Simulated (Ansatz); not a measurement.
# BP in Ansatz: convergence with smearing width

The system is BP.

```
P B
1.0
     0.00000    2.26900    2.26900
     2.26900    0.00000    2.26900
     2.26900    2.26900    0.00000
P B
1 1
Direct
  0.75000 0.75000 0.75000
  0.00000 0.00000 0.00000
```

```yaml
Program: Ansatz 0.2.0
Task: convergence study
Functional: PBE
Potentials_or_basis: Ansatz PAW earlier set
Cutoff: 760 eV
Density_cutoff: 3040 eV
k_mesh: 8 × 8 × 8
Occupations: fermi-dirac, width 0.3 eV
Spin: no spin polarisation
```

These are the settings of the first run; the series varies smearing width, with any setting tied to it.

Hardware: 2 threads of Intel(R) Xeon(R) Processor @ 2.50GHz (Skylake/Cascade Lake) (shared host).

| smearing width | energy less the tightest run, at zero smearing (meV/atom) | SCF cycles | CPU time (s) | peak memory (GiB) |
| --- | --- | --- | --- | --- |
| 0.3 eV | 2.40 | 7 | 3.6 | 0.32 |
| 0.2 eV | 0.46 | 7 | 3.6 | 0.32 |
| 0.15 eV | 0.11 | 7 | 3.7 | 0.32 |
| 0.1 eV | 0.01 | 7 | 3.7 | 0.32 |
| 0.05 eV | 0.00 | 7 | 3.8 | 0.32 |
| 0.025 eV | 0.00 | 7 | 3.7 | 0.32 |
| 0.01 eV | 0.00 | 7 | 3.8 | 0.32 |
| 0.005 eV | 0.00 | 7 | 3.7 | 0.32 |

Against the tightest run, the energy stays within 1 meV/atom from 0.2 eV on. The tightest run that finished is the yardstick and may itself not be fully converged.
